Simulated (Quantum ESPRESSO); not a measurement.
# GaN (F-43m) in Quantum ESPRESSO: notebook

Runs on GaN. Level: PBE. Tasks: band structure.

All numbers are computed with Quantum ESPRESSO 7.5; they aren't measurements. Logs are shortened: lines on timing, memory, paths and dates and some standing lists are left out, and cuts for length are marked.

**Experimental background.**

A printed reference work, textbook reports, for a bulk crystal of GaN at 0 K: band gap 3.299 eV (direct).

How close the calculation comes is told below.

### Step 1. The crystal as given

It takes space group F-43m (No. 216, cubic). Conventional cell: a = 4.507 Å, b = 4.507 Å, c = 4.507 Å, α = 90.00°, β = 90.00°, γ = 90.00°. Ga (site symmetry -43m) has 4 N at 1.95 Å as nearest neighbours. Around N (site symmetry -43m) lie 4 Ga at 1.95 Å.

The cell is a database's computed one.

### Step 2. Band structure, PBE

File pw.in:

```
&CONTROL
  calculation = 'scf'
  prefix = 'pwscf'
  outdir = './tmp'
  pseudo_dir = './pseudo'
  tprnfor = .true.
  tstress = .true.
  disk_io = 'low'
/
&SYSTEM
  ibrav = 0
  nat = 2
  ntyp = 2
  ecutwfc = 91
  nbnd = 15
  occupations = 'smearing'
  smearing = 'fd'
  degauss = 0.00367493
/
&ELECTRONS
  conv_thr = 4d-10
  electron_maxstep = 120
  mixing_beta = 0.5
/
ATOMIC_SPECIES
Ga    69.7230 Ga.upf
N     14.0070 N.upf
CELL_PARAMETERS angstrom
   0.0000000000    2.2535006075    2.2535006075
   2.2535006075    0.0000000000    2.2535006075
   2.2535006075    2.2535006075    0.0000000000
ATOMIC_POSITIONS crystal
Ga     0.0000000000    0.0000000000    0.0000000000
N      0.2500000000    0.2500000000    0.2500000000
K_POINTS automatic
10 10 10 0 0 0
```

File bands.in:

```
&CONTROL
  calculation = 'bands'
  prefix = 'pwscf'
  outdir = './tmp'
  pseudo_dir = './pseudo'
  disk_io = 'low'
  verbosity = 'high'
/
&SYSTEM
  ibrav = 0
  nat = 2
  ntyp = 2
  ecutwfc = 91
  nbnd = 15
  occupations = 'smearing'
  smearing = 'fd'
  degauss = 0.00367493
/
&ELECTRONS
  conv_thr = 1d-08
  electron_maxstep = 120
  mixing_beta = 0.5
  diago_full_acc = .true.
  startingwfc = 'random'
/
ATOMIC_SPECIES
Ga    69.7230 Ga.upf
N     14.0070 N.upf
CELL_PARAMETERS angstrom
   0.0000000000    2.2535006075    2.2535006075
   2.2535006075    0.0000000000    2.2535006075
   2.2535006075    2.2535006075    0.0000000000
ATOMIC_POSITIONS crystal
Ga     0.0000000000    0.0000000000    0.0000000000
N      0.2500000000    0.2500000000    0.2500000000
K_POINTS crystal
60
 0.0000000000  0.0000000000  0.0000000000 1
 0.0625000000  0.0000000000  0.0625000000 1
 0.1250000000  0.0000000000  0.1250000000 1
 0.1875000000  0.0000000000  0.1875000000 1
 0.2500000000  0.0000000000  0.2500000000 1
 0.3125000000  0.0000000000  0.3125000000 1
 0.3750000000  0.0000000000  0.3750000000 1
 0.4375000000  0.0000000000  0.4375000000 1
 0.5000000000  0.0000000000  0.5000000000 1
 0.5000000000  0.0625000000  0.5625000000 1
 0.5000000000  0.1250000000  0.6250000000 1
 0.5000000000  0.1875000000  0.6875000000 1
 0.5000000000  0.2500000000  0.7500000000 1
 0.4375000000  0.3125000000  0.7500000000 1
 0.3750000000  0.3750000000  0.7500000000 1
 0.3375000000  0.3375000000  0.6750000000 1
 0.3000000000  0.3000000000  0.6000000000 1
 0.2625000000  0.2625000000  0.5250000000 1
 0.2250000000  0.2250000000  0.4500000000 1
 0.1875000000  0.1875000000  0.3750000000 1
 0.1500000000  0.1500000000  0.3000000000 1
 0.1125000000  0.1125000000  0.2250000000 1
 0.0750000000  0.0750000000  0.1500000000 1
 0.0375000000  0.0375000000  0.0750000000 1
 0.0000000000  0.0000000000  0.0000000000 1
 0.0625000000  0.0625000000  0.0625000000 1
 0.1250000000  0.1250000000  0.1250000000 1
 0.1875000000  0.1875000000  0.1875000000 1
 0.2500000000  0.2500000000  0.2500000000 1
 0.3125000000  0.3125000000  0.3125000000 1
 0.3750000000  0.3750000000  0.3750000000 1
 0.4375000000  0.4375000000  0.4375000000 1
 0.5000000000  0.5000000000  0.5000000000 1
 0.5250000000  0.4500000000  0.5250000000 1
 0.5500000000  0.4000000000  0.5500000000 1
 0.5750000000  0.3500000000  0.5750000000 1
 0.6000000000  0.3000000000  0.6000000000 1
 0.6250000000  0.2500000000  0.6250000000 1
 0.5833333333  0.2500000000  0.6666666667 1
 0.5416666667  0.2500000000  0.7083333333 1
 0.5000000000  0.2500000000  0.7500000000 1
 0.5000000000  0.2857142857  0.7142857143 1
 0.5000000000  0.3214285714  0.6785714286 1
 0.5000000000  0.3571428571  0.6428571429 1
 0.5000000000  0.3928571429  0.6071428571 1
 0.5000000000  0.4285714286  0.5714285714 1
 0.5000000000  0.4642857143  0.5357142857 1
 0.5000000000  0.5000000000  0.5000000000 1
 0.4821428571  0.4821428571  0.5357142857 1
 0.4642857143  0.4642857143  0.5714285714 1
 0.4464285714  0.4464285714  0.6071428571 1
 0.4285714286  0.4285714286  0.6428571429 1
 0.4107142857  0.4107142857  0.6785714286 1
 0.3928571429  0.3928571429  0.7142857143 1
 0.3750000000  0.3750000000  0.7500000000 1
 0.6250000000  0.2500000000  0.6250000000 1
 0.5937500000  0.1875000000  0.5937500000 1
 0.5625000000  0.1250000000  0.5625000000 1
 0.5312500000  0.0625000000  0.5312500000 1
 0.5000000000  0.0000000000  0.5000000000 1
```

Potentials or basis: Ansatz NC SR PBE.

Run with:

```bash
$ OMP_NUM_THREADS=1 pw.x -in pw.in > pw.out
$ OMP_NUM_THREADS=1 pw.x -in bands.in > bands.out
```

pw.out:

```text
[... set-up lines left out ...]
     Self-consistent Calculation

     iteration #  1     ecut=    91.00 Ry     beta= 0.50
     Davidson diagonalization with overlap
     ethr =  1.00E-02,  avg # of iterations =  5.2

     total energy              =    -174.48336026 Ry
     estimated scf accuracy    <       0.52010107 Ry

     iteration #  2     ecut=    91.00 Ry     beta= 0.50
     Davidson diagonalization with overlap
     ethr =  2.89E-03,  avg # of iterations =  2.0

     total energy              =    -174.63765882 Ry
     estimated scf accuracy    <       0.11138333 Ry

     iteration #  3     ecut=    91.00 Ry     beta= 0.50
     Davidson diagonalization with overlap
     ethr =  6.19E-04,  avg # of iterations =  2.3

     negative rho (up, down):  3.396E-07 0.000E+00

     total energy              =    -174.65699249 Ry
     estimated scf accuracy    <       0.00333133 Ry

     iteration #  4     ecut=    91.00 Ry     beta= 0.50
     Davidson diagonalization with overlap
     ethr =  1.85E-05,  avg # of iterations =  4.2

     total energy              =    -174.65730204 Ry
     estimated scf accuracy    <       0.00044178 Ry

     iteration #  5     ecut=    91.00 Ry     beta= 0.50
     Davidson diagonalization with overlap
     ethr =  2.45E-06,  avg # of iterations =  2.4

     total energy              =    -174.65731749 Ry
     estimated scf accuracy    <       0.00003489 Ry

     iteration #  6     ecut=    91.00 Ry     beta= 0.50
     Davidson diagonalization with overlap
     ethr =  1.94E-07,  avg # of iterations =  2.2

     total energy              =    -174.65732733 Ry
     estimated scf accuracy    <       0.00000521 Ry

     iteration #  7     ecut=    91.00 Ry     beta= 0.50
     Davidson diagonalization with overlap
     ethr =  2.90E-08,  avg # of iterations =  1.0

     total energy              =    -174.65732683 Ry
     estimated scf accuracy    <       0.00000194 Ry

     iteration #  8     ecut=    91.00 Ry     beta= 0.50
     Davidson diagonalization with overlap
     ethr =  1.08E-08,  avg # of iterations =  1.7

     total energy              =    -174.65732697 Ry
     estimated scf accuracy    <       0.00000008 Ry

     iteration #  9     ecut=    91.00 Ry     beta= 0.50
     Davidson diagonalization with overlap
     ethr =  4.54E-10,  avg # of iterations =  2.0

     End of self-consistent calculation

          k = 0.0000 0.0000 0.0000 (  2229 PWs)   bands (ev):

    -5.3339  -2.9794  -2.9794  -2.9794  -2.6728  -2.6728  10.5943  10.5943
    10.5943  12.3325  20.9019  20.9019  20.9019  28.1925  29.3932

          k = 0.0707 0.0707-0.0707 (  2232 PWs)   bands (ev):

    -5.2261  -2.9661  -2.9661  -2.9383  -2.6740  -2.6740   9.4966  10.4879
    10.4879  13.1885  20.4051  21.0653  21.0653  28.0570  28.0574

          k = 0.1414 0.1414-0.1414 (  2253 PWs)   bands (ev):

    -4.9580  -2.9354  -2.9354  -2.7668  -2.6726  -2.6726   7.6864  10.2262
    10.2262  14.2678  19.6284  21.3275  21.3275  27.0177  27.2961

          k = 0.2121 0.2121-0.2121 (  2253 PWs)   bands (ev):

    -4.6818  -2.9084  -2.9084  -2.6588  -2.6588  -2.3542   5.8170   9.9305
     9.9305  14.9479  19.2625  21.3002  21.3002  26.3183  27.7807

          k = 0.2828 0.2828-0.2828 (  2259 PWs)   bands (ev):

    -4.5236  -2.8971  -2.8971  -2.6362  -2.6362  -1.7336   4.2474   9.7092
     9.7092  15.1986  19.2760  21.0716  21.0716  26.1668  29.1746

          k =-0.3536-0.3536 0.3536 (  2276 PWs)   bands (ev):

    -4.4791  -2.8952  -2.8952  -2.6250  -2.6250  -1.3724   3.5640   9.6283
     9.6283  15.2423  19.3293  20.9567  20.9567  26.2200  30.1783

          k = 0.1414-0.0000 0.0000 (  2237 PWs)   bands (ev):

    -5.1907  -2.9541  -2.9541  -2.9403  -2.6825  -2.6656   9.5009  10.2791
    10.2791  13.4591  20.0675  21.2275  21.2275  25.9829  29.5991

          k = 0.2121 0.0707-0.0707 (  2251 PWs)   bands (ev):

    -4.9776  -2.9337  -2.9221  -2.8254  -2.6773  -2.6584   8.1732   9.9443
    10.0572  14.3799  19.3881  21.3334  21.5691  24.9214  29.2105

          k = 0.2828 0.1414-0.1414 (  2255 PWs)   bands (ev):

    -4.7097  -2.9096  -2.8910  -2.7156  -2.6455  -2.4398   6.4373   9.6278
     9.7259  15.2030  19.0062  20.9609  21.7041  25.3197  28.3227

          k = 0.3536 0.2121-0.2121 (  2258 PWs)   bands (ev):

    -4.5276  -2.8963  -2.8762  -2.6823  -2.6287  -1.8610   4.8008   9.3489
     9.4398  15.6545  18.8397  20.8021  21.5310  26.2358  28.3346

          k =-0.2828-0.4243 0.4243 (  2272 PWs)   bands (ev):

    -4.4581  -2.8934  -2.8744  -2.6519  -2.6242  -1.3436   3.7841   9.0592
     9.4338  15.8189  18.7246  20.9299  21.3147  26.8185  29.2057

          k =-0.2121-0.3536 0.3536 (  2265 PWs)   bands (ev):

    -4.4716  -2.8924  -2.8779  -2.6425  -2.6415  -1.4672   4.0125   8.9433
     9.6073  15.8302  18.7860  20.8751  21.2733  27.0482  28.8325

          k =-0.1414-0.2828 0.2828 (  2267 PWs)   bands (ev):

    -4.5766  -2.8952  -2.8896  -2.6716  -2.6554  -2.0656   5.3079   9.0458
     9.9076  15.6188  19.0151  20.7319  21.4169  27.0348  27.1260

          k =-0.0707-0.2121 0.2121 (  2252 PWs)   bands (ev):

    -4.7979  -2.9172  -2.9111  -2.6954  -2.6876  -2.5571   6.9969   9.3774
    10.2372  14.9919  19.3416  20.9144  21.4884  26.1044  27.0307

          k = 0.0000-0.1414 0.1414 (  2251 PWs)   bands (ev):
[... 31 lines left out ...]
    -4.4590  -2.8855  -2.8424  -2.6782  -2.6735  -1.6022   5.0107   7.6452
     9.5740  16.8586  18.1973  20.2721  21.9215  27.1472  27.8806

          k = 0.0000-0.2828 0.2828 (  2269 PWs)   bands (ev):

    -4.5975  -2.8921  -2.8779  -2.6939  -2.6814  -2.1772   6.1362   8.2412
     9.9762  16.0804  18.9597  20.0914  21.7942  25.9886  27.9355

          k = 0.4243 0.0000-0.0000 (  2273 PWs)   bands (ev):

    -4.5182  -2.8362  -2.7936  -2.7936  -2.6235  -2.1556   6.4140   8.7143
     8.7143  15.0815  17.6835  21.7847  23.1386  23.1386  32.4365

          k = 0.4950 0.0707-0.0707 (  2264 PWs)   bands (ev):

    -4.4154  -2.8552  -2.7604  -2.7599  -2.6133  -1.6889   5.5712   8.1263
     8.4486  15.0636  17.7470  21.4014  23.4555  23.9741  32.8299

          k =-0.1414-0.5657 0.5657 (  2278 PWs)   bands (ev):

    -4.3605  -2.8636  -2.7509  -2.7429  -2.6155  -1.1353   4.8396   7.2390
     8.4336  15.4712  18.1979  21.2784  23.3335  24.4185  32.3630

          k =-0.0707-0.4950 0.4950 (  2279 PWs)   bands (ev):

    -4.3493  -2.8706  -2.7600  -2.7212  -2.6398  -0.8620   4.6031   6.5474
     8.6727  16.1044  18.4406  21.2264  22.9646  24.8700  30.2391

          k =-0.0000-0.4243 0.4243 (  2285 PWs)   bands (ev):

    -4.3800  -2.8780  -2.7904  -2.6964  -2.6687  -1.0989   4.8210   6.5922
     9.0986  16.9565  18.0899  20.6128  22.4870  26.4064  28.2704

          k = 0.5657-0.0000 0.0000 (  2269 PWs)   bands (ev):

    -4.3622  -2.8810  -2.7142  -2.7142  -2.6047  -1.3732   5.0831   8.1153
     8.1153  14.3205  17.3898  21.9831  24.1265  24.1265  32.6419

          k =-0.0707-0.6364 0.6364 (  2267 PWs)   bands (ev):

    -4.3326  -2.8856  -2.7073  -2.6993  -2.6049  -0.9967   4.6734   7.5361
     8.0410  14.4478  17.5823  22.0777  24.2175  24.2749  32.6787

          k = 0.0000-0.5657 0.5657 (  2261 PWs)   bands (ev):

    -4.3270  -2.8722  -2.7261  -2.7131  -2.6227  -0.7861   4.6780   6.6369
     8.2451  15.1671  18.2186  21.9338  23.7710  24.0030  32.1007

          k =-0.7071 0.0000 0.0000 (  2272 PWs)   bands (ev):

    -4.3245  -2.9000  -2.6824  -2.6824  -2.5975  -0.9303   4.4705   7.8975
     7.8975  13.9552  17.2579  22.3032  24.5554  24.5554  32.2925

          k = 0.2828 0.1414 0.0000 (  2251 PWs)   bands (ev):

    -4.7680  -2.9047  -2.8893  -2.7535  -2.6572  -2.5390   7.2261   9.1247
     9.9163  15.2009  18.8621  20.9777  21.9317  24.5095  28.8990

          k = 0.3536 0.2121-0.0707 (  2275 PWs)   bands (ev):

    -4.5626  -2.8853  -2.8614  -2.7264  -2.6447  -2.1018   5.8751   8.4925
     9.6035  16.0173  18.5976  20.3457  22.0866  25.2525  29.1390

          k =-0.2828-0.4243 0.5657 (  2272 PWs)   bands (ev):

    -4.4467  -2.8841  -2.8446  -2.6949  -2.6344  -1.4932   4.5637   8.1984
     9.2664  16.5244  18.2194  20.5128  21.9758  26.3292  29.3148

          k =-0.2121-0.3536 0.4950 (  2266 PWs)   bands (ev):

    -4.4137  -2.8861  -2.8403  -2.6749  -2.6340  -1.1605   3.9759   8.1232
     9.1200  16.7061  17.9792  20.7894  21.9056  26.8630  29.3143

          k = 0.4243 0.1414-0.0000 (  2259 PWs)   bands (ev):

    -4.4949  -2.8416  -2.8303  -2.7649  -2.6270  -1.9885   6.0146   8.2786
     8.9212  15.7092  18.0262  20.7853  22.9295  24.0894  31.2547

          k =-0.2121-0.4950 0.6364 (  2261 PWs)   bands (ev):

    -4.4004  -2.8538  -2.8104  -2.7307  -2.6256  -1.4145   5.0963   7.6073
     8.5758  16.1895  18.2311  20.4608  22.9148  24.9271  31.0669

          k =-0.1414-0.4243 0.5657 (  2260 PWs)   bands (ev):

    -4.3640  -2.8679  -2.7961  -2.7058  -2.6367  -0.9730   4.4826   7.1222
     8.5021  16.7060  18.1691  20.7097  22.6594  25.5307  29.9521

          k =-0.0707-0.3536 0.4950 (  2271 PWs)   bands (ev):

    -4.3756  -2.8719  -2.8027  -2.6959  -2.6542  -1.0641   4.6398   6.9497
     8.7666  17.3239  17.7989  20.4366  22.5595  26.1376  28.8968

          k = 0.0000-0.2828 0.4243 (  2263 PWs)   bands (ev):

    -4.4395  -2.8717  -2.8290  -2.7149  -2.6521  -1.5764   5.2903   7.3816
     9.2132  17.0380  18.0847  19.9622  22.4513  25.8122  29.2086

          k =-0.1414-0.5657 0.7071 (  2264 PWs)   bands (ev):

    -4.3583  -2.8639  -2.7626  -2.7090  -2.6131  -1.2336   5.0329   7.6895
     7.9970  15.1095  17.8793  21.4373  23.5157  24.5144  32.6952

          k =-0.0707-0.4950 0.6364 (  2263 PWs)   bands (ev):

    -4.3320  -2.8603  -2.7711  -2.6933  -2.6274  -0.8374   4.7625   6.8668
     7.9062  15.6990  18.3740  21.4402  22.8636  24.9437  31.4053

          k = 0.0000-0.4243 0.5657 (  2261 PWs)   bands (ev):

    -4.3367  -2.8620  -2.7776  -2.6933  -2.6513  -0.7734   4.7936   6.3410
     8.2333  16.4566  18.5556  21.0154  22.6451  25.2705  29.7604

          k =-0.7071 0.1414 0.0000 (  2254 PWs)   bands (ev):

    -4.3232  -2.8806  -2.7296  -2.6806  -2.6115  -0.8323   4.5928   7.5375
     7.5673  14.7836  17.8107  22.1431  23.3894  24.8517  32.8737

          k =-0.1414-0.4243 0.7071 (  2266 PWs)   bands (ev):

    -4.3486  -2.8455  -2.8110  -2.6909  -2.6445  -0.9525   4.8922   6.8741
     7.9834  16.7151  18.5170  20.2983  22.7514  25.4959  29.9608

          k =-0.0707-0.3536 0.6364 (  2258 PWs)   bands (ev):

    -4.3317  -2.8492  -2.8016  -2.6753  -2.6561  -0.7395   4.8052   6.6264
     7.6857  16.9230  18.6560  20.5814  22.3062  25.7246  29.5991

          k =-0.7071 0.2828 0.0000 (  2262 PWs)   bands (ev):

    -4.3210  -2.8448  -2.7985  -2.6716  -2.6448  -0.6771   4.8482   7.0070
     7.0406  16.4295  18.7939  21.3242  21.7906  25.6259  30.3673

     the Fermi energy is    11.5108 ev

!    total energy              =    -174.65732699 Ry
     estimated scf accuracy    <          3.1E-10 Ry
     smearing contrib. (-TS)   =      -0.00000000 Ry
     internal energy E=F+TS    =    -174.65732699 Ry

     The total energy is F=E-TS. E is the sum of the following terms:
     one-electron contribution =     -52.59229292 Ry
     hartree contribution      =      43.71265307 Ry
     xc contribution           =     -49.10337002 Ry
     ewald contribution        =    -116.67431711 Ry

     convergence has been achieved in   9 iterations

     Forces acting on atoms (cartesian axes, Ry/au):

     atom    1 type  1   force =     0.00000000    0.00000000   -0.00000000
     atom    2 type  2   force =     0.00000000    0.00000000    0.00000000

     Total force =     0.000000     Total SCF correction =     0.000000

     Computing stress (Cartesian axis) and pressure

          total   stress  (Ry/bohr**3)                   (kbar)     P=       53.15
   0.00036128   0.00000000   0.00000000           53.15        0.00        0.00
   0.00000000   0.00036128   0.00000000            0.00       53.15        0.00
   0.00000000   0.00000000   0.00036128            0.00        0.00       53.15

=------------------------------------------------------------------------------=
   JOB DONE.
=------------------------------------------------------------------------------=
```

It took 57 s on 1 thread of Arm Neoverse V1, shared host; peak memory 0.09 GiB.

What came out:

- Free energy: -2376.3340 eV
- Pressure: 5.3 GPa
- Band gap on the k mesh: 1.74 eV, direct
- Band gap along the path: 1.74 eV, direct

Levels at the corners of the path, in eV from the valence-band top:
```
point  band 7  band 8  band 9  band 10  band 11  band 12
    Γ    0.00    0.00    0.00     1.74    10.31    10.31
    X   -6.12   -2.70   -2.70     3.36     6.66    11.71
    W   -5.69   -3.69   -3.63     6.23     8.39    10.28
    K   -5.86   -4.25   -2.17     5.00     7.87    11.07
    Γ    0.00    0.00    0.00     1.74    10.31    10.31
    L   -7.03   -0.97   -0.97     4.65     8.73    10.36
    U   -5.86   -4.25   -2.17     5.00     7.87    11.07
    W   -5.69   -3.69   -3.63     6.23     8.39    10.28
    L   -7.03   -0.97   -0.97     4.65     8.73    10.36
    K   -5.86   -4.25   -2.17     5.00     7.87    11.07
    U   -5.86   -4.25   -2.17     5.00     7.87    11.07
    X   -6.12   -2.70   -2.70     3.36     6.66    11.71
```

(Part 1 of 2 ends here.)
